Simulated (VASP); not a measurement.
# Cr: relaxed cell and band gap, by functional

Cr, Im-3m (no. 229), 1 atom in the cell.

| Functional | Volume (Å³/atom) | Change from the starting volume (fraction) | Gap, path and mesh (eV) | Moment (μB/cell) | Time (s) |
|---|---|---|---|---|---|
| revPBE | 11.68 | -0.107 | 0.00 | 0.00 | 172 |
| AM05 | 11.06 | -0.155 | 0.00 | 0.00 | 136 |
| PW91 | 11.51 | -0.120 | 0.00 | 0.00 | 242 |
| BLYP | 11.90 | -0.090 | 0.00 | 0.00 | 215 |
| optPBE exchange with PBE correlation | 11.40 | -0.129 | 0.00 | 0.00 | 173 |
| optB88 exchange with PBE correlation | 11.26 | -0.139 | 0.00 | 0.00 | 156 |
| optB86b exchange with PBE correlation | 11.12 | -0.150 | 0.00 | 0.00 | 142 |
| PW86R exchange with PBE correlation | 11.85 | -0.094 | 0.00 | 0.00 | 141 |
| CX exchange with PBE correlation | 11.00 | -0.159 | 0.00 | 0.00 | 140 |

## Input of the first row

INCAR.step1:
```
  ALGO = Normal
  EDIFF = 1E-7
  EDIFFG = -0.005
  ENCUT = 600
  GGA = RE
  GGA_COMPAT = F
  IBRION = 2
  ISIF = 3
  ISMEAR = 1
  ISPIN = 2
  LASPH = T
  LCHARG = F
  LMAXMIX = 4
  LORBIT = 11
  LREAL = F
  LWAVE = F
  MAGMOM = 3
  NELM = 150
  NSW = 60
  PREC = Accurate
  SIGMA = 0.1
```

INCAR.step2, as INCAR.step1 but for:
```
- NSW = 60
+ NSW = 40
```

INCAR.step3, as INCAR.step2 but for:
```
- EDIFFG = -0.005
- IBRION = 2
- ISIF = 3
- NSW = 40
+ ISIF = 2
+ NBANDS = 16
```

KPOINTS:
```
k-points
0
Gamma
  12 12 12
```

KPOINTS_OPT:
```
path GHNGPH,PN
8
line-mode
reciprocal
 0.0000000000  0.0000000000  0.0000000000  G
 0.5000000000 -0.5000000000  0.5000000000  H

 0.5000000000 -0.5000000000  0.5000000000  H
 0.0000000000  0.0000000000  0.5000000000  N

 0.0000000000  0.0000000000  0.5000000000  N
 0.0000000000  0.0000000000  0.0000000000  G

 0.0000000000  0.0000000000  0.0000000000  G
 0.2500000000  0.2500000000  0.2500000000  P

 0.2500000000  0.2500000000  0.2500000000  P
 0.5000000000 -0.5000000000  0.5000000000  H

 0.2500000000  0.2500000000  0.2500000000  P
 0.0000000000  0.0000000000  0.5000000000  N
```

POSCAR.step1:
```
Cr
1.0
   -1.4844496776      1.4844496776      1.4844496776
    1.4844496776     -1.4844496776      1.4844496776
    1.4844496776      1.4844496776     -1.4844496776
Cr
1
Direct
    0.0000000000      0.0000000000      0.0000000000
```

Commands (each step's output is kept before the next begins):
```
cat potpaw_PBE.64/Cr_pv/POTCAR > POTCAR
cp INCAR.step1 INCAR
cp POSCAR.step1 POSCAR
mpirun -np 1 vasp_std > vasp.out
cp CONTCAR POSCAR
rm WAVECAR CHG
cp INCAR.step2 INCAR
mpirun -np 1 vasp_std > vasp.out
cp CONTCAR POSCAR
rm WAVECAR CHG
cp INCAR.step3 INCAR
mpirun -np 1 vasp_std > vasp.out
```

Changes of the last row against the first:
```
(all steps)
- GGA = RE
+ GGA = CX
```

VASP 6.6.1 took 172 s on 1 core (Intel Xeon Platinum 8488C (Sapphire Rapids)), a shared host.
